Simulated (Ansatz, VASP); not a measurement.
**SnSe2 in VASP and in Ansatz**

```
CELL_PARAMETERS angstrom
3.78676 0.00000 0.00000
-1.89338 3.27943 0.00000
0.00000 0.00000 5.62272
ATOMIC_POSITIONS crystal
Sn 0.00000 0.00000 0.00000
Se 0.33333 0.66667 0.28299
Se 0.66667 0.33333 0.71701
```

Alike in both runs: functional PBE; dispersion D3(BJ); k mesh 12 × 12 × 6; occupations gaussian, width 0.02 eV; no spin polarisation.

Ansatz relaxed the structure, and its values are those at the end. VASP's run is a single point on that final structure, the one shown.

```csv
,VASP,Ansatz
version,VASP 6.6.1,Ansatz 0.2.0
potentials or method,"VASP PAW PBE potentials, release 64 (Sn_d, Se)","scalar-relativistic, plane waves, PAW"
plane-wave cutoff (eV),520,420
valence electrons in the cell,26,46
```

|  | VASP | Ansatz | Ansatz less VASP |
| --- | --- | --- | --- |
| gap on the k mesh at the Fermi level (eV) | none | none | - |
| pressure (GPa) | 4.1 | 4.0 | -0.09 |
| rms of the force components (eV/Å) | 0.005 | 0.003 | -0.0023 |

A gap of «none» marks a metal or a gap that the smearing closes. The two sets of potentials don't hold the same shells in valence.

Caveats: pairwise dispersion overbinds metals, which lowers pressure and volume.
